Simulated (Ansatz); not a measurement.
## Two-dimensional strain map in Si$_{2}$W

Computed with DFT PBEsol, scalar-relativistic, plane waves, PAW in Ansatz. Cutoff 420 eV, Γ-centred 20×20×20 k-points, Gaussian smearing of 0.15 eV. Spin–orbit coupling is left out, which can shift energies with elements as heavy as these. No spin polarisation. Energies are free energies at this smearing, counted from the undisturbed cell; pressure is positive in compression.

Reference structure (relaxed at this level):

```
CELL_PARAMETERS angstrom
-1.60125 1.60125 3.90787
1.60125 -1.60125 3.90787
1.60125 1.60125 -3.90787
ATOMIC_POSITIONS crystal
Si 0.33450 0.33450 0.00000
Si 0.66550 0.66550 0.00000
W 0.00000 0.00000 0.00000
```

The cell is strained by p along both x and y and by q along z, fractional coordinates fixed. Points are written (p, q).

Energy above the undisturbed cell in meV/atom (a dash: not computed):

```csv
p \ q,-0.050,-0.025,0.000,0.025,0.050
-0.050,262.1,180.2,136.4,123.2,134.3
-0.025,125.8,60.2,31.9,33.7,59.0
0.000,68.3,15.8,0.0,13.6,50.2
0.025,75.3,33.7,27.9,50.8,96.2
0.050,134.4,101.9,104.2,134.6,186.9
```

Pressure in GPa:

```csv
p \ q,-0.050,-0.025,0.000,0.025,0.050
-0.050,50.4,39.0,29.3,21.1,14.2
-0.025,30.9,21.1,12.8,6.0,0.3
0.000,15.6,7.1,0.0,-5.8,-10.5
0.025,3.7,-3.8,-9.9,-14.8,-18.8
0.050,-5.4,-12.0,-17.3,-21.6,-24.9
```

Cost: 25 runs of about 4.3 core-minutes in all, on AMD EPYC 9R45 (Zen 5) (shared hosts).